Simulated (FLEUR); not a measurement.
A run of FLEUR MaX-R8.1 (later development tree) is set up as follows.

inp.xml

```xml
<?xml version="1.0" encoding="UTF-8" standalone="no"?>
<fleurInput fleurInputVersion="0.39">
   <comment>
      GaN                                                                                                 
   </comment>
   <calculationSetup>
      <cutoffs Kmax="5.05" Gmax="15.7" GmaxXC="15.7" numbands="0"/>
      <scfLoop itmax="60" minDistance="0.00001" maxIterBroyd="15" imix="Anderson" alpha="0.05" precondParam="0.0" spinf="2.0" sdNocoIR="T"/>
      <coreElectrons ctail="F" frcor="F" kcrel="0" coretail_lmax="0"/>
      <xcFunctional name="LibXC" relativisticCorrections="F">
         <LibXCName exchange="mgga_x_scan" correlation="mgga_c_scan"/>
         <AuxGGA exchange="117" correlation="130"/>
      </xcFunctional>
      <magnetism jspins="1"/>
      <soc l_soc="F" theta="0.0" phi="0.0" spav="F"/>
      <expertModes spex="0" secvar="F"/>
      <geometryOptimization l_f="F" forcealpha="1.0" forcemix="BFGS" epsdisp="0.00001" epsforce="0.00001"/>
      <ldaU l_linMix="F" mixParam="0.05" spinf="1.0"/>
   </calculationSetup>
   <cell>
      <bzIntegration valenceElectrons="26.0" mode="hist" fermiSmearingEnergy="0.00183747">
         <kPointListSelection listName="default-1"/>
         <!-- k-points included here -->
         <xi:include xmlns:xi="http://www.w3.org/2001/XInclude" href="kpts.xml"> </xi:include>
      </bzIntegration>
      <!-- symmetry operations included here -->
      <xi:include xmlns:xi="http://www.w3.org/2001/XInclude" href="sym.xml"> </xi:include>
      <bulkLattice scale="1.0">
         <bravaisMatrix>
            <row-1>    0.0000000000000000     4.2584989697947204     4.2584989697947204</row-1>
            <row-2>    4.2584989697947204     0.0000000000000000     4.2584989697947204</row-2>
            <row-3>    4.2584989697947204     4.2584989697947204     0.0000000000000000</row-3>
         </bravaisMatrix>
      </bulkLattice>
   </cell>
   <atomSpecies>
      <species name="Gallium (Ga)" element="Ga" atomicNumber="31">
         <mtSphere radius="1.94" gridPoints="641" logIncrement="0.019"/>
         <atomicCutoffs lmax="8" lnonsphr="6"/>
         <electronConfig flipSpins="F">
            <coreConfig>(1s1/2) (2s1/2) (2p1/2) (2p3/2)</coreConfig>
            <valenceConfig>(3s1/2) (3p1/2) (3p3/2) (4s1/2) (3d3/2) (3d5/2) (4p1/2) (4p3/2)</valenceConfig>
            <stateOccupation state="(4p1/2)" spinUp="0.166667" spinDown="0.166667"/>
            <stateOccupation state="(4p3/2)" spinUp="0.333333" spinDown="0.333333"/>
         </electronConfig>
         <energyParameters s="4" p="4" d="3" f="4"/>
         <lo type="SCLO" l="0" n="3" eDeriv="0"/>
         <lo type="SCLO" l="1" n="3" eDeriv="0"/>
         <lo type="SCLO" l="1" n="3" eDeriv="1"/>
         <lo type="HELO" l="2" n="4" eDeriv="0"/>
         <lo type="HELO" l="2" n="4" eDeriv="1"/>
         <lo type="SCLO" l="3" n="4" eDeriv="2"/>
      </species>
      <species name="Nitrogen (N)" element="N" atomicNumber="7">
         <mtSphere radius="1.48" gridPoints="489" logIncrement="0.021"/>
         <atomicCutoffs lmax="8" lnonsphr="6"/>
         <electronConfig flipSpins="F">
            <coreConfig>(1s1/2)</coreConfig>
            <valenceConfig>(2s1/2) (2p1/2) (2p3/2)</valenceConfig>
            <stateOccupation state="(2p1/2)" spinUp="0.500000" spinDown="0.500000"/>
            <stateOccupation state="(2p3/2)" spinUp="1.000000" spinDown="1.000000"/>
         </electronConfig>
         <energyParameters s="2" p="2" d="3" f="4"/>
         <lo type="SCLO" l="0" n="2" eDeriv="2"/>
         <lo type="SCLO" l="1" n="2" eDeriv="2"/>
         <lo type="SCLO" l="2" n="3" eDeriv="2"/>
      </species>
   </atomSpecies>
   <atomGroups>
      <atomGroup species="Gallium (Ga)">
         <relPos label="                   1">.0000000000 .0000000000 .0000000000</relPos>
         <force calculate="T" relaxXYZ="TTT"/>
      </atomGroup>
      <atomGroup species="Nitrogen (N)">
         <relPos label="                   2">1.000/4.000 1.000/4.000 1.000/4.000</relPos>
         <force calculate="T" relaxXYZ="TTT"/>
      </atomGroup>
   </atomGroups>
   <output dos="F" band="F" slice="F">
      <checks vchk="F" cdinf="F"/>
      <bandDOS minEnergy="-.5*Htr" maxEnergy="0.5*Htr" sigma="0.015" storeEVData="T"/>
      <vacuumDOS vacdos="F" integ="F" star="F" nstars="0" locx1="0.0" locy1="0.0" locx2="0.0" locy2="0.0" nstm="0" tworkf="0.0"/>
      <unfoldingBand unfoldBand="F" supercellX="1" supercellY="1" supercellZ="1"/>
      <plotting iplot="0" polar="F">
         <plot TwoD="T" vec1="  1.0  0.0  0.0" vec2="  0.0  1.0  0.0" vec3="  0.0  0.0  1.0" zero="  0.0  0.0  0.0" file="plot"/>
      </plotting>
      <chargeDensitySlicing numkpt="0" minEigenval="0.0" maxEigenval="0.0" nnne="0" pallst="F"/>
      <specialOutput eonly="F"/>
      <moessbauerParams electricFieldGradient="T" isomerShift="T" coreHyperfine="T" valenceHyperfine="T"/>
      <magneticCircularDichroism mcd="F" energyLo="-10.0" energyUp="0.0"/>
   </output>
  <!-- We include the file relax.xml here to enable relaxations (see documentation) -->
  <xi:include xmlns:xi="http://www.w3.org/2001/XInclude" href="relax.xml"> <xi:fallback/> </xi:include>
</fleurInput>
```

Contents of crystal.txt:

```
GaN
&input cartesian=F /
0.0000000000  2.2535006075  2.2535006075
2.2535006075  0.0000000000  2.2535006075
2.2535006075  2.2535006075  0.0000000000
1.8897261246
1.0 1.0 1.0

2
31 0.0000000000  0.0000000000  0.0000000000
7 0.2500000000  0.2500000000  0.2500000000

&kpt div1=10 div2=10 div3=10 gamma=T /
```

The input inp.xml (bands):

```
<?xml version="1.0" encoding="UTF-8" standalone="no"?>
<fleurInput fleurInputVersion="0.39">
   <comment>
      GaN                                                                                                 
   </comment>
   <calculationSetup>
      <cutoffs Kmax="5.05" Gmax="15.7" GmaxXC="15.7" numbands="0"/>
      <scfLoop itmax="60" minDistance="0.00001" maxIterBroyd="15" imix="Anderson" alpha="0.05" precondParam="0.0" spinf="2.0" sdNocoIR="T"/>
      <coreElectrons ctail="F" frcor="F" kcrel="0" coretail_lmax="0"/>
      <xcFunctional name="LibXC" relativisticCorrections="F">
         <LibXCName exchange="mgga_x_scan" correlation="mgga_c_scan"/>
         <AuxGGA exchange="117" correlation="130"/>
      </xcFunctional>
      <magnetism jspins="1"/>
      <soc l_soc="F" theta="0.0" phi="0.0" spav="F"/>
      <expertModes spex="0" secvar="F"/>
      <geometryOptimization l_f="F" forcealpha="1.0" forcemix="BFGS" epsdisp="0.00001" epsforce="0.00001"/>
      <ldaU l_linMix="F" mixParam="0.05" spinf="1.0"/>
   </calculationSetup>
   <cell>
      <bzIntegration valenceElectrons="26.0" mode="hist" fermiSmearingEnergy="0.00183747">
         <kPointListSelection listName="path-1"/>
         <!-- k-points included here -->
         <xi:include xmlns:xi="http://www.w3.org/2001/XInclude" href="kpts.xml"> </xi:include>
      </bzIntegration>
      <!-- symmetry operations included here -->
      <xi:include xmlns:xi="http://www.w3.org/2001/XInclude" href="sym.xml"> </xi:include>
      <bulkLattice scale="1.0">
         <bravaisMatrix>
            <row-1>    0.0000000000000000     4.2584989697947204     4.2584989697947204</row-1>
            <row-2>    4.2584989697947204     0.0000000000000000     4.2584989697947204</row-2>
            <row-3>    4.2584989697947204     4.2584989697947204     0.0000000000000000</row-3>
         </bravaisMatrix>
      </bulkLattice>
   </cell>
   <atomSpecies>
      <species name="Gallium (Ga)" element="Ga" atomicNumber="31">
         <mtSphere radius="1.94" gridPoints="641" logIncrement="0.019"/>
         <atomicCutoffs lmax="8" lnonsphr="6"/>
         <electronConfig flipSpins="F">
            <coreConfig>(1s1/2) (2s1/2) (2p1/2) (2p3/2)</coreConfig>
            <valenceConfig>(3s1/2) (3p1/2) (3p3/2) (4s1/2) (3d3/2) (3d5/2) (4p1/2) (4p3/2)</valenceConfig>
            <stateOccupation state="(4p1/2)" spinUp="0.166667" spinDown="0.166667"/>
            <stateOccupation state="(4p3/2)" spinUp="0.333333" spinDown="0.333333"/>
         </electronConfig>
         <energyParameters s="4" p="4" d="3" f="4"/>
         <lo type="SCLO" l="0" n="3" eDeriv="0"/>
         <lo type="SCLO" l="1" n="3" eDeriv="0"/>
         <lo type="SCLO" l="1" n="3" eDeriv="1"/>
         <lo type="HELO" l="2" n="4" eDeriv="0"/>
         <lo type="HELO" l="2" n="4" eDeriv="1"/>
         <lo type="SCLO" l="3" n="4" eDeriv="2"/>
      </species>
      <species name="Nitrogen (N)" element="N" atomicNumber="7">
         <mtSphere radius="1.48" gridPoints="489" logIncrement="0.021"/>
         <atomicCutoffs lmax="8" lnonsphr="6"/>
         <electronConfig flipSpins="F">
            <coreConfig>(1s1/2)</coreConfig>
            <valenceConfig>(2s1/2) (2p1/2) (2p3/2)</valenceConfig>
            <stateOccupation state="(2p1/2)" spinUp="0.500000" spinDown="0.500000"/>
            <stateOccupation state="(2p3/2)" spinUp="1.000000" spinDown="1.000000"/>
         </electronConfig>
         <energyParameters s="2" p="2" d="3" f="4"/>
         <lo type="SCLO" l="0" n="2" eDeriv="2"/>
         <lo type="SCLO" l="1" n="2" eDeriv="2"/>
         <lo type="SCLO" l="2" n="3" eDeriv="2"/>
      </species>
   </atomSpecies>
   <atomGroups>
      <atomGroup species="Gallium (Ga)">
         <relPos label="                   1">.0000000000 .0000000000 .0000000000</relPos>
         <force calculate="T" relaxXYZ="TTT"/>
      </atomGroup>
      <atomGroup species="Nitrogen (N)">
         <relPos label="                   2">1.000/4.000 1.000/4.000 1.000/4.000</relPos>
         <force calculate="T" relaxXYZ="TTT"/>
      </atomGroup>
   </atomGroups>
   <output dos="F" band="T" slice="F">
      <checks vchk="F" cdinf="F"/>
      <bandDOS minEnergy="-.5*Htr" maxEnergy="0.5*Htr" sigma="0.015" storeEVData="T"/>
      <vacuumDOS vacdos="F" integ="F" star="F" nstars="0" locx1="0.0" locy1="0.0" locx2="0.0" locy2="0.0" nstm="0" tworkf="0.0"/>
      <unfoldingBand unfoldBand="F" supercellX="1" supercellY="1" supercellZ="1"/>
      <plotting iplot="0" polar="F">
         <plot TwoD="T" vec1="  1.0  0.0  0.0" vec2="  0.0  1.0  0.0" vec3="  0.0  0.0  1.0" zero="  0.0  0.0  0.0" file="plot"/>
      </plotting>
      <chargeDensitySlicing numkpt="0" minEigenval="0.0" maxEigenval="0.0" nnne="0" pallst="F"/>
      <specialOutput eonly="F"/>
      <moessbauerParams electricFieldGradient="T" isomerShift="T" coreHyperfine="T" valenceHyperfine="T"/>
      <magneticCircularDichroism mcd="F" energyLo="-10.0" energyUp="0.0"/>
   </output>
  <!-- We include the file relax.xml here to enable relaxations (see documentation) -->
  <xi:include xmlns:xi="http://www.w3.org/2001/XInclude" href="relax.xml"> <xi:fallback/> </xi:include>
</fleurInput>
```

Potentials or basis: all-electron, FLAPW.

Launch:

```console
$ inpgen -f crystal.txt -profile fastHighL
$ # inp.xml edited to the form shown
$ fleur_MPI
$ fleur_MPI   # second run, on inp.xml (bands)
```

Task: Predict the band gap along the path.

Result: 2.06 eV, direct.

Task: Estimate the band gap on the k mesh.

Result: 2.06 eV, direct.

Levels at the corners of the path, in eV from the valence-band top:
```tsv
point	band 9	band 10	band 11	band 12	band 13	band 14	band 15	band 16	band 17	band 18
Γ	-13.49	-13.49	0.00	0.00	0.00	2.06	10.93	10.93	10.93	18.51
X	-13.41	-12.01	-6.24	-2.79	-2.79	3.76	7.20	12.56	14.89	14.89
W	-13.47	-11.74	-5.80	-3.79	-3.70	6.73	9.07	10.90	11.84	16.13
K	-13.45	-11.85	-5.97	-4.34	-2.24	5.46	8.49	11.86	13.63	14.35
Γ	-13.49	-13.49	0.00	0.00	0.00	2.06	10.93	10.93	10.93	18.51
L	-13.44	-12.38	-7.17	-1.00	-1.00	5.10	9.44	10.95	10.95	16.48
U	-13.45	-11.85	-5.97	-4.34	-2.24	5.46	8.49	11.86	13.63	14.35
W	-13.47	-11.74	-5.80	-3.79	-3.70	6.73	9.07	10.90	11.84	16.13
L	-13.44	-12.38	-7.17	-1.00	-1.00	5.10	9.44	10.95	10.95	16.48
K	-13.45	-11.85	-5.97	-4.34	-2.24	5.46	8.49	11.86	13.63	14.35
U	-13.45	-11.85	-5.97	-4.34	-2.24	5.46	8.49	11.86	13.63	14.35
X	-13.41	-12.01	-6.24	-2.79	-2.79	3.76	7.20	12.56	14.89	14.89
```

Caveat: the meta-GGA is that of a development version, with a GGA for the radial functions and cores and without core tails.

**The experiment to reproduce.**

A printed reference work, textbook reports, for a bulk crystal of GaN at 0 K: band gap 3.299 eV (direct).

Measured gap of GaN: 3.299 eV (direct; 0 K; a printed reference work, textbook). This calculation gives 2.06 eV (-1.24 eV). Spin-orbit coupling on Ga is left out. The value is that of SCAN, without temperature or zero-point motion. The cell is a database's relaxed one, not the measured one, which moves gaps too.
